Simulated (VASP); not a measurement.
# P (Im-3m) in VASP: further runs

The runs below take P through single point, with LDA.

Program: VASP 6.6.1. These are calculated values, not measurements. Logs are shortened: lines on timing, memory, paths and dates and some standing lists are left out, and cuts for length are marked.

### Step 1. The crystal as given

It takes space group Im-3m (No. 229, cubic). The conventional cell has a = 2.966 Å, b = 2.966 Å, c = 2.966 Å, α = 90.00°, β = 90.00°, γ = 90.00°. P (site symmetry m-3m) has 8 P at 2.57 Å as nearest neighbours.

This isn't the form of P at room conditions, which is orthorhombic.

### Step 2. Single point, LDA

Input file INCAR:

```
PREC = Accurate
ENCUT = 520
EDIFF = 1E-7
ISMEAR = -1
SIGMA = 0.1
LREAL = False
LASPH = True
NELM = 100
ALGO = Normal
ISIF = 2
LWAVE = False
LCHARG = False
NBANDS = 8
```

Input file KPOINTS:

```
regular mesh
0
Gamma
  16 16 16
```

Input file POSCAR:

```
P
1.0
   -1.4830930290      1.4830930290      1.4830930290
    1.4830930290     -1.4830930290      1.4830930290
    1.4830930290      1.4830930290     -1.4830930290
P
1
Direct
    0.0000000000      0.0000000000      0.0000000000
```

Potentials or basis: VASP PAW LDA potentials, release 64 (P).

On the command line:

```bash
$ cat potpaw_LDA.64/P/POTCAR > POTCAR
$ mpirun -np 1 vasp_std > vasp.out
```

OUTCAR:

```text
PREC = Accurate
   ENCUT = 520
   EDIFF = 1E-7
   ISMEAR = -1
   LREAL = False
   LASPH = True
   NELM = 100
   ISIF = 2

 ion  position               nearest neighbor table
   1  0.000  0.000  0.000-

  LATTYP: Found a body centered cubic cell.
 ALAT       =     2.9661860580

  Lattice vectors:

 A1 = (  -1.4830930290,   1.4830930290,   1.4830930290)
 A2 = (   1.4830930290,  -1.4830930290,   1.4830930290)
 A3 = (   1.4830930290,   1.4830930290,  -1.4830930290)

Analysis of symmetry for initial positions (statically):
=====================================================================
 Subroutine PRICEL returns:
 Original cell was already a primitive cell.

 Routine SETGRP: Setting up the symmetry group for a
 body centered cubic supercell.

 Subroutine GETGRP returns: Found 48 space group operations
 (whereof 48 operations were pure point group operations)
 out of a pool of 48 trial point group operations.

The static configuration has the point symmetry O_h .

Analysis of symmetry for dynamics (positions and initial velocities):
=====================================================================
 Subroutine PRICEL returns:
 Original cell was already a primitive cell.

 Routine SETGRP: Setting up the symmetry group for a
 body centered cubic supercell.

 Subroutine GETGRP returns: Found 48 space group operations
 (whereof 48 operations were pure point group operations)
 out of a pool of 48 trial point group operations.

The dynamic configuration has the point symmetry O_h .

 Subroutine INISYM returns: Found 48 space group operations
 (whereof 48 operations are pure point group operations),
 and found     1 'primitive' translations

----------------------------------------------------------------------------------------

                                     Primitive cell

  volume of cell :      13.0486

  direct lattice vectors                    reciprocal lattice vectors
    -1.483093029  1.483093029  1.483093029     0.000000000  0.337133268  0.337133268
     1.483093029 -1.483093029  1.483093029     0.337133268  0.000000000  0.337133268
     1.483093029  1.483093029 -1.483093029     0.337133268  0.337133268  0.000000000

  length of vectors
     2.568792479  2.568792479  2.568792479     0.476778440  0.476778440  0.476778440

  position of ions in fractional coordinates (direct lattice)
     0.000000000  0.000000000  0.000000000

  ion indices of the primitive-cell ions
   primitive index   ion index
                 1           1

----------------------------------------------------------------------------------------

 KPOINTS: regular mesh

Automatic generation of k-mesh.
 Grid dimensions read from file:
 generate k-points for:   16   16   16

 Generating k-lattice:

  Cartesian coordinates                     Fractional coordinates (reciprocal lattice)
     0.000000000  0.021070829  0.021070829     0.062500000  0.000000000  0.000000000
     0.021070829  0.000000000  0.021070829     0.000000000  0.062500000  0.000000000
     0.021070829  0.021070829  0.000000000     0.000000000  0.000000000  0.062500000

  Length of vectors
     0.029798653  0.029798653  0.029798653

  Shift w.r.t. Gamma in fractional coordinates (k-lattice)
     0.000000000  0.000000000  0.000000000

 Subroutine IBZKPT returns following result:
 ===========================================

 Found    145 irreducible k-points:

 Following reciprocal coordinates:
            Coordinates               Weight
  0.000000  0.000000  0.000000      1.000000
  0.062500  0.000000  0.000000     12.000000
  0.125000  0.000000  0.000000     12.000000
  0.187500  0.000000  0.000000     12.000000
  0.250000  0.000000  0.000000     12.000000
  0.312500  0.000000  0.000000     12.000000
[... 16 lines left out ...]
  0.187500  0.187500  0.000000     24.000000
  0.250000  0.187500  0.000000     48.000000
 [... further k-points ...]
   k-points           NKPTS =    145   k-points in BZ     NKDIM =    145   number of bands    NBANDS=      8
   number of dos      NEDOS =    301   number of ions     NIONS =      1
   total plane-waves  NPLWV =   8000
   dimension x,y,z NGX =    20 NGY =   20 NGZ =   20
   dimension x,y,z NGXF=    40 NGYF=   40 NGZF=   40
   ions per type =               1
   NGX,Y,Z   is equivalent  to a cutoff of  12.94, 12.94, 12.94 a.u.
   NGXF,Y,Z  is equivalent  to a cutoff of  25.89, 25.89, 25.89 a.u.
 SYSTEM =  unknown system
   PREC   = accura    normal or accurate (medium, high low for compatibility)
   ISTART =      0    job   : 0-new  1-cont  2-samecut
   ICHARG =      2    charge: 1-file 2-atom 10-const
   ISPIN  =      1    spin polarized calculation?
   LNONCOLLINEAR =      F non collinear calculations
   LSORBIT =      F    spin-orbit coupling
   LASPH  =      T    aspherical Exc in radial PAW
   ENCUT  =  520.0 eV  38.22 Ry    6.18 a.u.   4.78  4.78  4.78*2*pi/ulx,y,z
   NELM   =    100;   NELMIN=  2; NELMDL= -5     # of ELM steps
   EDIFF  = 0.1E-06   stopping-criterion for ELM
   LREAL  =      F    real-space projection
   EDIFFG = 0.1E-05   stopping-criterion for IOM
   NSW    =      0    number of steps for IOM
   IBRION =     -1    ionic relax: 0-MD 1-quasi-New 2-CG
   NFREE  =      0    steps in history (QN), initial steepest desc. (CG)
   ISIF   =      2    stress and relaxation
   ISYM   =      2    0-nonsym 1-usesym 2-fastsym
   POTIM  = 0.5000    time-step for ionic-motion
   TEBEG  =    0.0;   TEEND  =   0.0 temperature during run
   PSTRESS=    0.0 pullay stress
   NELECT =       5.0000    total number of electrons
   NUPDOWN=      -1.0000    fix difference up-down
   EMIN   =  10.00;   EMAX   =-10.00  energy-range for DOS
   EFERMI =   0.00;   METHOD = LEGACY
   ISMEAR =    -1;   SIGMA  =   0.10  broadening in eV -4-tet -1-fermi 0-gaus
   EFERMI_NEDOS =   21; number of points for ismear=-14 and -15
   IALGO  =     38    algorithm
   IMIX   =      4    mixing-type and parameters
     AMIX     =   0.40;   BMIX     =  1.00
     AMIX_MAG =   1.60;   BMIX_MAG =  1.00
  volume/ion in A,a.u.               =      13.05        88.06
  Fermi-wavevector in a.u.,A,eV,Ry     =   1.189076  2.247029 19.237315  1.413903
  Thomas-Fermi vector in A             =   2.325192
   LORBIT       =      0    0 simple, 1 ext, 2 COOP (PROOUT), +10 PAW based schemes
   GGA     = CA    functional components
   LHFCALC =     F    Hartree Fock is set to
   AEXX    =    0.0000 exact exchange contribution
   IVDW    =     0    specifies the selected vdW correction
   LEPSILON=     F    determine dielectric tensor
   LRPA    =     F    only Hartree local field effects (RPA)
 non-spin polarized calculation
  energy-cutoff  :      520.00
  volume of cell :       13.05
 maximum number of plane-waves:       370
   NGX =  9   NGY =  9   NGZ =  9

 number of electron       4.9999999 magnetization

 Free energy of the ion-electron system (eV)
  ---------------------------------------------------
  ext. energy  EPLUGINS =         0.00000000
  ---------------------------------------------------
  free energy    TOTEN  =        -5.47527654 eV

  energy without entropy =       -5.45795160  energy(sigma->0) =       -5.46661407

 E-fermi :  11.2753     XC(G=0): -12.0129

 val. band max:       11.2651615094   @ k =  -0.2500   0.2500   0.0625
 cond. band min:      11.2779469500   @ k =   0.1875   0.0625   0.0625
 fundamental gap:      0.0127854405
 Fermi energy:        11.2753165805

 k-point     1 :       0.0000    0.0000    0.0000
  band No.  band energies     occupation
      1      -6.0771      2.00000
      2      19.1981      0.00000
      3      19.1981      0.00000
      4      19.1981      0.00000
      5      23.5068      0.00000
      6      23.5068      0.00000
      7      23.5068      0.00000
      8      27.6542      0.00000

 k-point     2 :       0.0625    0.0000    0.0000
  band No.  band energies     occupation
      1      -5.9518      2.00000
      2      18.3076      0.00000
      3      18.6639      0.00000
      4      19.1065      0.00000
      5      23.1393      0.00000
      6      23.7168      0.00000
      7      24.2589      0.00000
      8      26.8625      0.00000

 k-point     3 :       0.1250    0.0000    0.0000
  band No.  band energies     occupation
      1      -5.5763      2.00000
      2      16.2636      0.00000
      3      17.6219      0.00000
      4      18.8449      0.00000
      5      22.2777      0.00000
      6      23.5086      0.00000
      7      25.9516      0.00000
      8      26.3846      0.00000

 k-point     4 :       0.1875    0.0000    0.0000
  band No.  band energies     occupation
      1      -4.9525      2.00000
      2      13.7723      0.00000
      3      16.5714      0.00000
      4      18.4580      0.00000
      5      21.2818      0.00000
      6      22.5987      0.00000
      7      26.9318      0.00000
      8      27.4118      0.00000

 k-point     5 :       0.2500    0.0000    0.0000
  band No.  band energies     occupation
      1      -4.0837      2.00000
      2      11.1747      1.46468
      3      15.6598      0.00000
      4      18.0168      0.00000
      5      20.3535      0.00000
      6      21.6486      0.00000
      7      27.8152      0.00000
      8      27.8560      0.00000
[... 177 lines left out ...]
 k-point    22 :       0.4375    0.1250    0.0000
  band No.  band energies     occupation
      1       1.3851      2.00000
      2       3.0613      2.00000
      3      11.5234      0.15436
      4      15.2306      0.00000
      5      20.3255      0.00000
      6      22.9247      0.00000
      7      29.8762      0.00000
      8      29.9197      0.00000

 k-point    23 :       0.1875    0.1875    0.0000
  band No.  band energies     occupation
      1      -2.7296      2.00000
      2       9.9953      1.99999
      3      11.4271      0.35949
      4      15.9526      0.00000
      5      21.7710      0.00000
      6      23.5143      0.00000
      7      27.4514      0.00000
      8      29.0663      0.00000

 k-point    24 :       0.2500    0.1875    0.0000
  band No.  band energies     occupation
      1      -1.5151      2.00000
      2       8.0200      2.00000
      3      10.2856      1.99990
      4      15.3994      0.00000
      5      21.6961      0.00000
      6      23.8283      0.00000
      7      27.9101      0.00000
      8      30.0880      0.00000

 [... further k-points ...]

------------------------ aborting loop because EDIFF is reached ----------------------------------------

  FORCE on cell =-STRESS in cart. coord.  units (eV):
  Direction    XX          YY          ZZ          XY          YZ          ZX
  --------------------------------------------------------------------------------------
  -------------------------------------------------------------------------------------
  Total        0.3708303      0.3708303      0.3708303      0.0000000      0.0000000      0.0000000
  in kB       45.5324081     45.5324081     45.5324081      0.0000000      0.0000000      0.0000000
  external PRESSURE =      45.5324081 kB  Pullay stress =       0.0000000 kB

 VOLUME and BASIS-vectors are now :
 -----------------------------------------------------------------------------
  energy-cutoff  :      520.00
  volume of cell :       13.05
      direct lattice vectors                 reciprocal lattice vectors
    -1.483093029  1.483093029  1.483093029     0.000000000  0.337133268  0.337133268
     1.483093029 -1.483093029  1.483093029     0.337133268  0.000000000  0.337133268
     1.483093029  1.483093029 -1.483093029     0.337133268  0.337133268  0.000000000

 POSITION                                       TOTAL-FORCE (eV/Angst)
 -----------------------------------------------------------------------------------
      0.00000      0.00000      0.00000        -0.000000      0.000000     -0.000000
 -----------------------------------------------------------------------------------
    total drift:                                0.000000      0.000000     -0.000000

  FREE ENERGIE OF THE ION-ELECTRON SYSTEM (eV)
  ---------------------------------------------------
  free  energy   TOTEN  =        -5.4752765400 eV

  energy  without entropy=       -5.4579515979  energy(sigma->0) =       -5.46661407
```

It took 7.1 s on 1 thread of Intel Xeon Platinum 8488C (Sapphire Rapids), shared host; peak memory 0.11 GiB.

Results:

* Free energy: -5.4753 eV
* Pressure: 4.6 GPa
* Band gap on the k mesh: none (metal or under the smearing width)

### Step 3. Single point, LDA

This run uses another cell than the first one, of 12.50 Å³/atom, 0.958 times its volume.

Input file INCAR:

```
ALGO = Fast ; EDIFF = 1E-7
ENCUT = 520 ; GGA = CA
ISIF = 2 ; ISMEAR = -1
LASPH = T ; LCHARG = F
LREAL = F ; LWAVE = F
NBANDS = 8 ; NELM = 100
PREC = Accurate ; SIGMA = 0.1
```

Input file KPOINTS:

```
k-points
0
Gamma
  16 16 16
```

Input file POSCAR:

```
P
1.0
   -1.4622016120      1.4622016120      1.4622016120
    1.4622016120     -1.4622016120      1.4622016120
    1.4622016120      1.4622016120     -1.4622016120
P
1
Direct
    0.0000000000      0.0000000000      0.0000000000
```

Potentials or basis: VASP PAW LDA potentials, release 64 (P).

On the command line:

```bash
$ cat potpaw_LDA.64/P/POTCAR > POTCAR
$ mpirun -np 1 vasp_std > vasp.out
```

It took 7.8 s on 1 thread of Intel Xeon Platinum 8488C (Sapphire Rapids), shared host; peak memory 0.12 GiB.

Results (log left out):

```
Free energy            : -5.4500 eV
Pressure               : 10.4 GPa
Band gap on the k mesh : none (metal or under the smearing width)
```

Levels at points of the mesh, in eV from the Fermi level:
```
           k point  band 1  band 2  band 3  band 4  band 5  band 6
(0.00, 0.00, 0.00)  -17.84    8.38    8.38    8.38   12.34   12.34
(0.50, 0.00, 0.00)  -10.39   -8.94    2.87    5.94    7.22    8.75
(0.50, 0.50, 0.50)   -3.19   -2.94   -2.94   -2.94    1.73    1.73
```
